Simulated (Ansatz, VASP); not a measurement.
Cr: VASP beside Ansatz

File INCAR:

```
SYSTEM = Cr
  PREC = Accurate
  ENCUT = 600
  EDIFF = 1E-6
  ISMEAR = 0
  SIGMA = 0.1
  LREAL = .False.
  LASPH = .True.
  NELM = 100
  ALGO = Fast
  ISIF = 3
  LWAVE = .False.
  LCHARG = .False.
  GGA = PS
  IBRION = 2
  NSW = 90
  EDIFFG = -0.04
```

Contents of KPOINTS:

```
Automatic mesh
0
Gamma
  8 8 8
  0 0 0
```

File POSCAR:

```
Cr
1.0
    0.0000000000      1.8400000000      1.8400000000
    1.8400000000      0.0000000000      1.8400000000
    1.8400000000      1.8400000000      0.0000000000
Cr
1
Direct
    0.0000000000      0.0000000000      0.0000000000
```

Input for Ansatz:

```yaml
crystal:
  lattice:
    - [0.0, 1.84, 1.84]
    - [1.84, 0.0, 1.84]
    - [1.84, 1.84, 0.0]
  atoms:
    - { symbol: Cr, position: [0.0, 0.0, 0.0] }
basis:
  ecutwfc: 420
kpoints:
  mp_grid: { grid: [8, 8, 8] }
hamiltonian:
  xc: pbesol
scf:
  occupations: { method: gaussian, width: 0.1 }
  lower_state_search: "off"
output:
  forces: true
  stress: true
  eigenvalues: true
relax:
  adjacent_minimum: "off"
  f_tol: 0.04
  max_steps: 70
  cell: { stress_tol: 0.4 }
```

Alike in both runs: task relaxation of cell and atoms; functional PBEsol; k mesh 8 × 8 × 8; occupations gaussian, width 0.1 eV; no spin polarisation.

```csv
,VASP,Ansatz
version,VASP 6.6.1,Ansatz 0.2.0
potentials or method,"VASP PAW PBE potentials, release 64 (Cr_pv)","scalar-relativistic, plane waves, PAW"
plane-wave cutoff (eV),600,420
valence electrons in the cell,12,14
```

|  | VASP | Ansatz | Ansatz less VASP |
| --- | --- | --- | --- |
| gap on the k mesh at the Fermi level, each at its own relaxed structure (eV) | none | none | - |
| relaxed volume (Å³/atom) | 11.50 | 11.52 | +0.015 |
| relaxed cell length with the largest relative difference (Å) | 2.534 | 2.535 | +0.0011 |
| energy change over the relaxation (meV/atom) | -58 | -55 | +3.3 |

A gap of «none» marks a metal or a gap that the smearing closes. The two sets of potentials don't hold the same shells in valence.

Caveats: the k mesh is coarse (spacing up to 0.37 Å⁻¹), so the values aren't converged; the PAW data sets were made with another functional, which shifts forces and pressure a little (VASP); the run has no spin polarisation, though such a crystal can be magnetic. Spin polarisation is off, so any magnetic state and its effect on volume and gap are missing.
